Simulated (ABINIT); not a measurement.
NbP:

```
Nb P
1.0
    -1.67492    1.67492    5.74011
     1.67492   -1.67492    5.74011
     1.67492    1.67492   -5.74011
Nb P
2 2
Direct
  0.24988 0.74988 0.50000
  0.49988 0.49988 0.00000
  0.83275 0.33275 0.50000
  0.08275 0.08275 0.00000
```

The cell is a database's computed one.

Base run:

| Property | Result |
| --- | --- |
| Program | ABINIT 10.8.3 (patched build) |
| Functional | PBE |
| Potentials or basis | JTH PAW PBE v2.0 |
| Cutoff | 544 eV |
| k mesh | 7 × 7 × 7 |
| Occupations | fermi-dirac, width 0.05 eV |
| Spin | no spin polarisation |

Its results: band gap on the k mesh 0.05 eV, direct; pressure -1.4 GPa; largest force 0.022 eV/Å.

Q: The run is repeated on the same cell with these changes: functional from PBE to PBEsol. What comes out?

A: Band gap on the k mesh 0.05 eV, direct; pressure -6.5 GPa; largest force 0.025 eV/Å.

PBEsol binds more tightly than PBE, so the same cell stands under less pressure.

Caveats: an odd mesh through Γ misses points on the zone boundary, where band edges often lie; the PAW data sets were made with another functional, which shifts forces and pressure a little (some runs).
